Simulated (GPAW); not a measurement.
# GaSb (F-43m) in GPAW: settings compared, part 2 of 2

GPAW 26.7.0. The steps go on from the part before.

## Step 3: Band structure, PBEsol, spin-orbit coupling, no magnetisation

Contents of run.py:

```python
import numpy as np
from ase.dft.bandgap import bandgap
from ase.io import read, write
from ase.units import GPa
from gpaw import GPAW, PW, setup_paths
from gpaw.spinorbit import soc_eigenstates

setup_paths.insert(0, '.')

atoms = read('GaSb.xyz')

calc = GPAW(mode=PW(600),
            xc='PBEsol',
            kpts={'size': (6, 6, 6), 'gamma': True},
            occupations={'name': 'fermi-dirac', 'width': 0.05},
            nbands=18,
            convergence={'density': 1e-05, 'energy': 1e-05},
            maxiter=150,
            txt='gpaw.txt')
atoms.calc = calc
energy = atoms.get_potential_energy()
forces = atoms.get_forces()
stress = atoms.get_stress()
calc.write('gs.gpw')
write('result.traj', atoms)
print(f'Energy: {energy:.6f} eV')
print('Forces (eV/A):')
print(forces.round(4))
print('Stress (GPa):', (stress / GPa).round(3))
print('Fermi level:', round(calc.get_fermi_level(), 4), 'eV')
print(f'Gap: {bandgap(calc)[0]:.4f} eV, direct: {bandgap(calc, direct=True)[0]:.4f} eV')

path = atoms.cell.bandpath('GXWKGLUWLK,UX', npoints=60, eps=1e-4)
bs_calc = calc.fixed_density(kpts=path, symmetry='off', nbands=30,
                             convergence={'bands': 'CBM+6.0', 'eigenstates': 1e-6}, txt='bands.txt')
bs = bs_calc.band_structure()
bs.write('bs.json')
print(f'Gap on the path: {bandgap(bs_calc)[0]:.4f} eV')

soc = soc_eigenstates(bs_calc, theta=90, phi=45)
np.savetxt('soc_bands.dat', soc.eigenvalues(), fmt='%.4f')
mesh = soc_eigenstates('gs.gpw', theta=90, phi=45)
np.savetxt('soc_mesh.dat', mesh.eigenvalues(), fmt='%.4f')
print('Fermi level with spin-orbit coupling:', round(mesh.fermi_level, 4), 'eV')
```

Contents of GaSb.xyz:

```xyz
2
Lattice="0.0000000000 3.0590000000 3.0590000000 3.0590000000 0.0000000000 3.0590000000 3.0590000000 3.0590000000 0.0000000000" Properties=species:S:1:pos:R:3 pbc="T T T"
Sb     4.5885000000      4.5885000000      4.5885000000
Ga     0.0000000000      0.0000000000      0.0000000000
```

Potentials or basis: PAW data sets generated in the run's folder for this functional, pw.

Started as:

```console
$ gpaw-setup -f PBEsol Ga Sb
$ OMP_NUM_THREADS=1 python run.py
```

Wall time 31 s (1 thread of Arm Neoverse V2, shared host); peak memory 0.28 GiB.

It converged, with:

| Quantity | Value |
| --- | --- |
| Free energy | -8.4162 eV |
| Pressure | -0.1 GPa |
| Band gap along the path | none (metal or under the smearing width) |

Levels at the corners of the path, in eV from the Fermi level:
| point | band 15 | band 16 | band 17 | band 18 | band 19 | band 20 | band 21 | band 22 |
| --- | --- | --- | --- | --- | --- | --- | --- | --- |
| Γ | -0.20 | -0.20 | 0.02 | 0.02 | 0.02 | 0.02 | 2.40 | 2.40 |
| X | -2.96 | -2.96 | -2.68 | -2.68 | 0.63 | 0.63 | 0.94 | 0.94 |
| W | -3.84 | -3.47 | -3.36 | -3.34 | 3.20 | 3.64 | 4.02 | 4.08 |
| K | -4.00 | -3.77 | -2.44 | -2.41 | 1.11 | 1.13 | 3.53 | 3.68 |
| Γ | -0.20 | -0.20 | 0.02 | 0.02 | 0.02 | 0.02 | 2.40 | 2.40 |
| L | -1.63 | -1.63 | -1.17 | -1.17 | 0.14 | 0.15 | 3.45 | 3.45 |
| U | -4.00 | -3.77 | -2.44 | -2.41 | 1.11 | 1.13 | 3.53 | 3.68 |
| W | -3.84 | -3.47 | -3.36 | -3.34 | 3.20 | 3.64 | 4.02 | 4.08 |
| L | -1.63 | -1.63 | -1.17 | -1.17 | 0.14 | 0.15 | 3.45 | 3.45 |
| K | -4.00 | -3.77 | -2.44 | -2.41 | 1.11 | 1.13 | 3.53 | 3.68 |
| U | -4.00 | -3.77 | -2.44 | -2.41 | 1.11 | 1.13 | 3.53 | 3.68 |
| X | -2.96 | -2.96 | -2.68 | -2.68 | 0.63 | 0.63 | 0.94 | 0.94 |

Caveat: spin-orbit coupling was added after a scalar SCF, so levels and gaps hold it while energy, forces, pressure and moments don't; this program's spin-orbit splittings come out too wide for heavy elements; this crystal is a semiconductor, whose small gap the functional closes, so the metal is an error of the method.

## Step 4: Band structure, RPBE

Contents of run.py:

```python
from ase import Atoms
from ase.dft.bandgap import bandgap
from ase.io import write
from ase.units import GPa
from gpaw import GPAW, PW

atoms = Atoms(['Sb', 'Ga'],
              cell=[[0.0, 3.059, 3.059],
                    [3.059, 0.0, 3.059],
                    [3.059, 3.059, 0.0]],
              scaled_positions=[[0.75, 0.75, 0.75],
                                [0.0, 0.0, 0.0]],
              pbc=True)

calc = GPAW(mode=PW(600),
            xc='RPBE',
            kpts={'size': (8, 8, 8), 'gamma': True},
            occupations={'name': 'fermi-dirac', 'width': 0.05},
            nbands=18,
            convergence={'density': 1e-05, 'energy': 1e-05},
            maxiter=150,
            txt='gpaw.txt')
atoms.calc = calc
energy = atoms.get_potential_energy()
forces = atoms.get_forces()
stress = atoms.get_stress()
calc.write('gs.gpw')
write('result.traj', atoms)
print(f'Energy: {energy:.6f} eV')
print('Forces (eV/A):')
print(forces.round(4))
print('Stress (GPa):', (stress / GPa).round(3))
print('Fermi level:', round(calc.get_fermi_level(), 4), 'eV')
print(f'Gap: {bandgap(calc)[0]:.4f} eV, direct: {bandgap(calc, direct=True)[0]:.4f} eV')

path = atoms.cell.bandpath('GXWKGLUWLK,UX', npoints=60, eps=1e-4)
bs_calc = calc.fixed_density(kpts=path, symmetry='off', nbands=30,
                             convergence={'bands': 'CBM+6.0', 'eigenstates': 1e-6}, txt='bands.txt')
bs = bs_calc.band_structure()
bs.write('bs.json')
print(f'Gap on the path: {bandgap(bs_calc)[0]:.4f} eV')
```

Potentials or basis: the program's PAW data sets (release 1.2.1) made for this functional, pw.

Started as:

```console
$ OMP_NUM_THREADS=1 python run.py
```

Run time: 33 s. Hardware: 1 thread of Arm Neoverse V2, shared host; peak memory 0.27 GiB.

It converged, with:

```
Free energy             : -6.9474 eV
Pressure                : 4.0 GPa
Band gap on the k mesh  : 0.19 eV, direct
Band gap along the path : 0.19 eV, direct
```

Levels at the corners of the path, in eV from the valence-band top:
```
point  band 6  band 7  band 8  band 9  band 10  band 11  band 12  band 13
    Γ  -11.41    0.00    0.00    0.00     0.19     2.83     2.83     2.83
    X   -9.03   -6.73   -2.55   -2.55     1.01     1.37     8.79     8.79
    W   -9.00   -6.59   -3.32   -3.08     3.76     4.44     4.50     4.87
    K   -9.10   -6.55   -3.57   -2.17     1.51     3.97     6.72     6.89
    Γ  -11.41    0.00    0.00    0.00     0.19     2.83     2.83     2.83
    L   -9.84   -6.29   -1.14   -1.14     0.52     3.81     3.81     6.68
    U   -9.10   -6.55   -3.57   -2.17     1.51     3.97     6.72     6.89
    W   -9.00   -6.59   -3.32   -3.08     3.76     4.44     4.50     4.87
    L   -9.84   -6.29   -1.14   -1.14     0.52     3.81     3.81     6.68
    K   -9.10   -6.55   -3.57   -2.17     1.51     3.97     6.72     6.89
    U   -9.10   -6.55   -3.57   -2.17     1.51     3.97     6.72     6.89
    X   -9.03   -6.73   -2.55   -2.55     1.01     1.37     8.79     8.79
```

Caveat: spin-orbit coupling is left out, which moves the levels of the heavy elements.

## Step 5: Band structure, revPBE

Edit run.py of step 4 so:

```diff
@@ -3,4 +3,5 @@
 from ase.io import write
-from ase.units import GPa
+from ase.units import Bohr, GPa
 from gpaw import GPAW, PW
+from gpaw.elf import elf_from_dft_calculation
 
@@ -15,3 +16,3 @@
 calc = GPAW(mode=PW(600),
-            xc='RPBE',
+            xc='revPBE',
             kpts={'size': (8, 8, 8), 'gamma': True},
@@ -35,2 +36,7 @@
 
+# fields on the real-space grid
+write('density.cube', atoms, data=calc.get_pseudo_density() * Bohr**3)
+write('potential.cube', atoms, data=calc.get_electrostatic_potential())
+write('elf.cube', atoms, data=elf_from_dft_calculation(calc).data)
+
 path = atoms.cell.bandpath('GXWKGLUWLK,UX', npoints=60, eps=1e-4)
```

Started as:

```console
$ OMP_NUM_THREADS=1 python run.py
```

It took 34 s on 1 thread of Arm Neoverse V2, shared host; peak memory 0.27 GiB.

Results (log left out):

```
Free energy             : -7.0571 eV
Pressure                : 3.5 GPa
Band gap on the k mesh  : 0.16 eV, direct
Band gap along the path : 0.16 eV, direct
```

Levels at the corners of the path, in eV from the valence-band top:
```tsv
point	band 6	band 7	band 8	band 9	band 10	band 11	band 12	band 13
Γ	-11.42	0.00	0.00	0.00	0.16	2.83	2.83	2.83
X	-9.04	-6.74	-2.55	-2.55	0.99	1.34	8.78	8.78
W	-9.01	-6.60	-3.33	-3.09	3.75	4.41	4.49	4.85
K	-9.11	-6.55	-3.58	-2.17	1.49	3.96	6.70	6.88
Γ	-11.42	0.00	0.00	0.00	0.16	2.83	2.83	2.83
L	-9.85	-6.30	-1.14	-1.14	0.50	3.80	3.80	6.63
U	-9.11	-6.55	-3.58	-2.17	1.49	3.96	6.70	6.88
W	-9.01	-6.60	-3.33	-3.09	3.75	4.41	4.49	4.85
L	-9.85	-6.30	-1.14	-1.14	0.50	3.80	3.80	6.63
K	-9.11	-6.55	-3.58	-2.17	1.49	3.96	6.70	6.88
U	-9.11	-6.55	-3.58	-2.17	1.49	3.96	6.70	6.88
X	-9.04	-6.74	-2.55	-2.55	0.99	1.34	8.78	8.78
```

Caveat: spin-orbit coupling is left out, which moves the levels of the heavy elements.

## Step 6: Band structure, BLYP

Edit run.py of step 5 so:

```diff
@@ -3,5 +3,6 @@
 from ase.io import write
-from ase.units import Bohr, GPa
-from gpaw import GPAW, PW
-from gpaw.elf import elf_from_dft_calculation
+from ase.units import GPa
+from gpaw import GPAW, PW, setup_paths
+
+setup_paths.insert(0, '.')
 
@@ -16,3 +17,3 @@
 calc = GPAW(mode=PW(600),
-            xc='revPBE',
+            xc='BLYP',
             kpts={'size': (8, 8, 8), 'gamma': True},
@@ -21,2 +22,3 @@
             convergence={'density': 1e-05, 'energy': 1e-05},
+            eigensolver='davidson',
             maxiter=150,
@@ -36,7 +38,2 @@
 
-# fields on the real-space grid
-write('density.cube', atoms, data=calc.get_pseudo_density() * Bohr**3)
-write('potential.cube', atoms, data=calc.get_electrostatic_potential())
-write('elf.cube', atoms, data=elf_from_dft_calculation(calc).data)
-
 path = atoms.cell.bandpath('GXWKGLUWLK,UX', npoints=60, eps=1e-4)
```

Potentials or basis: PAW data sets generated in the run's folder for this functional, pw.

Started as:

```console
$ gpaw-setup -f BLYP Ga Sb
$ OMP_NUM_THREADS=1 python run.py
```

Run time: 38 s. Hardware: 1 thread of Arm Neoverse V2, shared host; peak memory 0.26 GiB.

The run converged. Its results:

```yaml
Free_energy: -6.3035 eV
Pressure: 5.2 GPa
Band_gap_along_the_path: none (metal or under the smearing width)
```

Levels at the corners of the path, in eV from the Fermi level:
| point | band 6 | band 7 | band 8 | band 9 | band 10 | band 11 | band 12 | band 13 |
| --- | --- | --- | --- | --- | --- | --- | --- | --- |
| Γ | -11.52 | -0.15 | -0.04 | -0.04 | -0.04 | 2.82 | 2.82 | 2.82 |
| X | -9.18 | -6.84 | -2.56 | -2.56 | 0.98 | 1.39 | 8.64 | 8.64 |
| W | -9.15 | -6.71 | -3.31 | -3.08 | 3.63 | 4.44 | 4.46 | 4.91 |
| K | -9.25 | -6.66 | -3.56 | -2.19 | 1.49 | 3.93 | 6.62 | 6.82 |
| Γ | -11.52 | -0.15 | -0.04 | -0.04 | -0.04 | 2.82 | 2.82 | 2.82 |
| L | -9.98 | -6.36 | -1.18 | -1.18 | 0.37 | 3.83 | 3.83 | 6.71 |
| U | -9.25 | -6.66 | -3.56 | -2.19 | 1.49 | 3.93 | 6.62 | 6.82 |
| W | -9.15 | -6.71 | -3.31 | -3.08 | 3.63 | 4.44 | 4.46 | 4.91 |
| L | -9.98 | -6.36 | -1.18 | -1.18 | 0.37 | 3.83 | 3.83 | 6.71 |
| K | -9.25 | -6.66 | -3.56 | -2.19 | 1.49 | 3.93 | 6.62 | 6.82 |
| U | -9.25 | -6.66 | -3.56 | -2.19 | 1.49 | 3.93 | 6.62 | 6.82 |
| X | -9.18 | -6.84 | -2.56 | -2.56 | 0.98 | 1.39 | 8.64 | 8.64 |

Caveat: spin-orbit coupling is left out, which moves the levels of the heavy elements; this crystal is a semiconductor, whose small gap the functional closes, so the metal is an error of the method.

## Step 7: Overview

```tsv
level	potentials or basis	spin	k mesh	spin axis theta (degrees)	spin axis phi (degrees)	soc after scf	eigensolver	gap on the mesh (eV)	pressure (GPa)
PBEsol	PAW data sets generated in the run's folder for this functional, pw	off	8 × 8 × 8	-	-	-	-	-	-0.1
PBEsol	PAW data sets generated in the run's folder for this functional, pw	SOC, no magnetisation	6 × 6 × 6	90	45	second variation	-	-	-0.1
RPBE	the program's PAW data sets (release 1.2.1) made for this functional, pw	off	8 × 8 × 8	-	-	-	-	0.19	4.0
revPBE	the program's PAW data sets (release 1.2.1) made for this functional, pw	off	8 × 8 × 8	-	-	-	-	0.16	3.5
BLYP	PAW data sets generated in the run's folder for this functional, pw	off	8 × 8 × 8	-	-	-	davidson	-	5.2
```

Alike in all rows: task band structure; cell as given; cutoff (eV) 600; smearing fermi-dirac 0.05 eV.

Caveats: spin-orbit coupling is left out, which moves the levels of the heavy elements (some runs); this crystal is a semiconductor, whose small gap the functional closes, so the metal is an error of the method (some runs); spin-orbit coupling was added after a scalar SCF, so levels and gaps hold it while energy, forces, pressure and moments don't (some runs); this program's spin-orbit splittings come out too wide for heavy elements (some runs).

Total energies depend on the potentials used, so only differences within one code and one set of settings carry meaning.

## Step 8: Comparison with measurements

Step 2. Measured gap of GaSb: 0.811 eV (direct; 4.2 K; a printed reference work, data compilation). This calculation gives 0.00 eV (-0.81 eV). Spin-orbit coupling on Ga, Sb is left out. The value is that of PBEsol, without temperature or zero-point motion. Semilocal functionals fall short of measured gaps as a rule.

Step 3. Against the measured gap of GaSb, 0.811 eV (direct; 4.2 K; a printed reference work, data compilation), the calculated 0.00 eV is off by -0.81 eV. The value is that of PBEsol, without temperature or zero-point motion. Semilocal functionals fall short of measured gaps as a rule.

Step 4. A measured gap of GaSb is 0.811 eV (direct; 4.2 K; a printed reference work, data compilation); the calculated 0.19 eV misses it by -0.62 eV. Spin-orbit coupling on Ga, Sb is left out. The value is that of RPBE, without temperature or zero-point motion. Semilocal functionals fall short of measured gaps as a rule.

Step 5. Against the measured gap of GaSb, 0.811 eV (direct; 4.2 K; a printed reference work, data compilation), the calculated 0.16 eV is off by -0.65 eV. Spin-orbit coupling on Ga, Sb is left out. The value is that of revPBE, without temperature or zero-point motion. Semilocal functionals fall short of measured gaps as a rule.

Step 6. A measured gap of GaSb is 0.811 eV (direct; 4.2 K; a printed reference work, data compilation); the calculated 0.00 eV misses it by -0.81 eV. Spin-orbit coupling on Ga, Sb is left out. The value is that of BLYP, without temperature or zero-point motion. Semilocal functionals fall short of measured gaps as a rule.
